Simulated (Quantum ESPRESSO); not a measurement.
Here is a Quantum ESPRESSO 7.5 calculation.

The input pw.in:

```
&CONTROL
  calculation = 'scf'
  prefix = 'pwscf'
  outdir = './tmp'
  pseudo_dir = './pseudo'
  tprnfor = .true.
  tstress = .true.
  disk_io = 'low'
/
&SYSTEM
  ibrav = 0
  celldm(1) = 8
  nat = 3
  ntyp = 2
  ecutwfc = 45
  ecutrho = 360
  nbnd = 21
  occupations = 'smearing'
  smearing = 'fd'
  degauss = 0.00367493
/
&ELECTRONS
  conv_thr = 6d-10
  electron_maxstep = 120
  mixing_beta = 0.5
/
ATOMIC_SPECIES
Pt   195.0840 pt_lda_v1.4.uspp.F.UPF
Se    78.9710 se_lda_v1.uspp.F.UPF
CELL_PARAMETERS alat
  0.8796675110133   0.0000000000000   0.0000000000000
 -0.4398337555066   0.7618144114229   0.0000000000000
  0.0000000000000   0.0000000000000   1.1957242053570
ATOMIC_POSITIONS crystal
Pt     0.0000000000    0.0000000000    0.0000000000
Se     0.6666666667    0.3333333333    0.7500000000
Se     0.3333333333    0.6666666667    0.2500000000
K_POINTS automatic
8 8 5 0 0 0
```

Contents of bands.in:

```
&CONTROL
  calculation = 'bands'
  prefix = 'pwscf'
  outdir = './tmp'
  pseudo_dir = './pseudo'
  disk_io = 'low'
  verbosity = 'high'
/
&SYSTEM
  ibrav = 0
  celldm(1) = 8
  nat = 3
  ntyp = 2
  ecutwfc = 45
  ecutrho = 360
  nbnd = 21
  occupations = 'smearing'
  smearing = 'fd'
  degauss = 0.00367493
/
&ELECTRONS
  conv_thr = 1d-08
  electron_maxstep = 120
  mixing_beta = 0.5
  diago_full_acc = .true.
  startingwfc = 'random'
/
ATOMIC_SPECIES
Pt   195.0840 pt_lda_v1.4.uspp.F.UPF
Se    78.9710 se_lda_v1.uspp.F.UPF
CELL_PARAMETERS alat
  0.8796675110133   0.0000000000000   0.0000000000000
 -0.4398337555066   0.7618144114229   0.0000000000000
  0.0000000000000   0.0000000000000   1.1957242053570
ATOMIC_POSITIONS crystal
Pt     0.0000000000    0.0000000000    0.0000000000
Se     0.6666666667    0.3333333333    0.7500000000
Se     0.3333333333    0.6666666667    0.2500000000
K_POINTS crystal
60
 0.0000000000  0.0000000000  0.0000000000 1
 0.0714285714  0.0000000000  0.0000000000 1
 0.1428571429  0.0000000000  0.0000000000 1
 0.2142857143  0.0000000000  0.0000000000 1
 0.2857142857  0.0000000000  0.0000000000 1
 0.3571428571  0.0000000000  0.0000000000 1
 0.4285714286  0.0000000000  0.0000000000 1
 0.5000000000  0.0000000000  0.0000000000 1
 0.4583333333  0.0833333333  0.0000000000 1
 0.4166666667  0.1666666667  0.0000000000 1
 0.3750000000  0.2500000000  0.0000000000 1
 0.3333333333  0.3333333333  0.0000000000 1
 0.2962962963  0.2962962963  0.0000000000 1
 0.2592592593  0.2592592593  0.0000000000 1
 0.2222222222  0.2222222222  0.0000000000 1
 0.1851851852  0.1851851852  0.0000000000 1
 0.1481481481  0.1481481481  0.0000000000 1
 0.1111111111  0.1111111111  0.0000000000 1
 0.0740740741  0.0740740741  0.0000000000 1
 0.0370370370  0.0370370370  0.0000000000 1
 0.0000000000  0.0000000000  0.0000000000 1
 0.0000000000  0.0000000000  0.1250000000 1
 0.0000000000  0.0000000000  0.2500000000 1
 0.0000000000  0.0000000000  0.3750000000 1
 0.0000000000  0.0000000000  0.5000000000 1
 0.0625000000  0.0000000000  0.5000000000 1
 0.1250000000  0.0000000000  0.5000000000 1
 0.1875000000  0.0000000000  0.5000000000 1
 0.2500000000  0.0000000000  0.5000000000 1
 0.3125000000  0.0000000000  0.5000000000 1
 0.3750000000  0.0000000000  0.5000000000 1
 0.4375000000  0.0000000000  0.5000000000 1
 0.5000000000  0.0000000000  0.5000000000 1
 0.4583333333  0.0833333333  0.5000000000 1
 0.4166666667  0.1666666667  0.5000000000 1
 0.3750000000  0.2500000000  0.5000000000 1
 0.3333333333  0.3333333333  0.5000000000 1
 0.3000000000  0.3000000000  0.5000000000 1
 0.2666666667  0.2666666667  0.5000000000 1
 0.2333333333  0.2333333333  0.5000000000 1
 0.2000000000  0.2000000000  0.5000000000 1
 0.1666666667  0.1666666667  0.5000000000 1
 0.1333333333  0.1333333333  0.5000000000 1
 0.1000000000  0.1000000000  0.5000000000 1
 0.0666666667  0.0666666667  0.5000000000 1
 0.0333333333  0.0333333333  0.5000000000 1
 0.0000000000  0.0000000000  0.5000000000 1
 0.5000000000  0.0000000000  0.5000000000 1
 0.5000000000  0.0000000000  0.4166666667 1
 0.5000000000  0.0000000000  0.3333333333 1
 0.5000000000  0.0000000000  0.2500000000 1
 0.5000000000  0.0000000000  0.1666666667 1
 0.5000000000  0.0000000000  0.0833333333 1
 0.5000000000  0.0000000000  0.0000000000 1
 0.3333333333  0.3333333333  0.0000000000 1
 0.3333333333  0.3333333333  0.1000000000 1
 0.3333333333  0.3333333333  0.2000000000 1
 0.3333333333  0.3333333333  0.3000000000 1
 0.3333333333  0.3333333333  0.4000000000 1
 0.3333333333  0.3333333333  0.5000000000 1
```

Potentials or basis: GBRV 1.5 LDA.

Command:

```sh
$ OMP_NUM_THREADS=1 mpirun -n 2 pw.x -nk 2 -in pw.in > pw.out
$ OMP_NUM_THREADS=1 mpirun -n 2 pw.x -nk 2 -in bands.in > bands.out
```

**Question.** Predict the largest force.

**Answer.** 0.203 eV/Å.

**Question.** Estimate the band gap on the k mesh.

**Answer.** None (metal or under the smearing width).

**Question.** What does it give for the pressure?

**Answer.** -0.7 GPa.

Stress tensor (GPa, compression positive):
```
-0.36  0.00  0.00
 0.00 -0.36  0.00
 0.00  0.00 -1.37
```

Caveat: spin-orbit coupling is left out, which moves the levels of the heavy elements.
